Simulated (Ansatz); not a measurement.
# How far is PAW off for HfC?

```
Hf C
1.0
     0.00000    2.34264    2.29013
     2.34264    0.00000    2.29013
     2.34264    2.34264    0.00000
Hf C
1 1
Direct
  0.50000 0.50000 0.50000
  0.00000 0.00000 0.00000
```

Atom numbers follow the list: Hf1, C2.

The cell is COD entry 1539502, as deposited and not checked against the literature; nothing was relaxed. The listed cell was then made from it by scaling, straining or moving an atom.

No spin–orbit coupling, which matters for the heavy atoms here.

All numbers are computed: DFT, PBE, PAW with Ansatz's default frozen-core files, scalar-relativistic (Ansatz 0.2.0); DFT, PBE, all-electron PAW with datasets made for the crystal, scalar-relativistic (Ansatz 0.2.0); DFT, PBE, all-electron LAPW, scalar-relativistic (Ansatz 0.2.0).

For PAW: a Γ-centred 15×15×15 k mesh, Fermi–Dirac smearing of 0.05 eV, cutoff 420 eV, no spin polarisation. The crystal-made all-electron datasets (AE datasets) take a cutoff of 400 eV at this cell. LAPW targets a basis error of 1 meV/atom. The Ansatz runs share mesh, smearing and spin set-up. Plane-wave (PAW) pressures include the program's estimate of the Pulay term.

Stress and pressure are positive in compression.

The change that made this cell: z strained by -1.5 % at fixed volume.

Spin–orbit coupling is left out, which moves gradients at and beside heavy atoms by some per cent and at worst by a factor of two.

In a metal, gradients converge slowly with the k mesh: the values move by tens of per cent from one mesh to another, at times in sign, so only the comparison on one mesh counts.

```json
{"quantity": "pressure (GPa)", "PAW": "?", "AE datasets": "0.48", "LAPW": "0.48"}
{"quantity": "stress xx (GPa)", "PAW": "?", "AE datasets": "-2.56", "LAPW": "-2.56"}
{"quantity": "stress zz (GPa)", "PAW": "6.53", "AE datasets": "6.57", "LAPW": "6.57"}
{"quantity": "largest principal field gradient Vzz at Hf1 (10²¹ V/m²)", "PAW": "-8.49", "AE datasets": "-8.45", "LAPW": "–"}
```

**Question.** Give the missing entry: row "stress xx (GPa)", column "PAW".

**Answer.** -2.62.

**Question.** Fill in "PAW" for the row "pressure (GPa)".

**Answer.** 0.43.
